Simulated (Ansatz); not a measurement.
**InSb: enthalpies of structure types against pressure**

All-electron LAPW in Ansatz 0.2.0 under PBE, scalar-relativistic, energies extrapolated to zero smearing. Each structure type was compressed from its own relaxed volume, symmetry kept and shape relaxed on PAW files, and E(V) was fitted to energies and pressures; H = E + pV has no temperature or zero-point term. Only these types were tried: rocksalt (Fm-3m, 11×11×11 mesh, 29.08 Å³/atom at rest); CsCl (Pm-3m, 11×11×11 mesh, 27.57 Å³/atom at rest); zincblende (F-43m, 11×11×11 mesh, 36.54 Å³/atom at rest). Spin polarisation is left out. Spin–orbit coupling is left out; Fermi–Dirac smearing is 0.05 to 0.1 eV. Enthalpies carry a few meV/atom of noise from meshes and fits.

Q: Which type is lowest at zero pressure, and what follows up to 90 GPa?

A: Among the types tried, zincblende is lowest at zero pressure; rocksalt takes over from zincblende near 3.4 GPa, with a volume step of -19.2 %; CsCl takes over from rocksalt near 9.9 GPa, with a volume step of -5.8 %. Enthalpies against zincblende:

```json
{"p (GPa)": "0", "rocksalt (meV/atom)": "146", "CsCl (meV/atom)": "237", "zincblende (meV/atom)": "0"}
{"p (GPa)": "2.7", "rocksalt (meV/atom)": "28", "CsCl (meV/atom)": "94", "zincblende (meV/atom)": "0"}
{"p (GPa)": "7.2", "rocksalt (meV/atom)": "-146", "CsCl (meV/atom)": "-122", "zincblende (meV/atom)": "0"}
{"p (GPa)": "14", "rocksalt (meV/atom)": "-377", "CsCl (meV/atom)": "-414", "zincblende (meV/atom)": "0"}
{"p (GPa)": "27", "rocksalt (meV/atom)": "-756", "CsCl (meV/atom)": "-905", "zincblende (meV/atom)": "0"}
{"p (GPa)": "45", "rocksalt (meV/atom)": "-1205", "CsCl (meV/atom)": "-1494", "zincblende (meV/atom)": "0"}
{"p (GPa)": "68", "rocksalt (meV/atom)": "-1701", "CsCl (meV/atom)": "-2153", "zincblende (meV/atom)": "0"}
{"p (GPa)": "86", "rocksalt (meV/atom)": "-2049", "CsCl (meV/atom)": "-2619", "zincblende (meV/atom)": "0"}
```
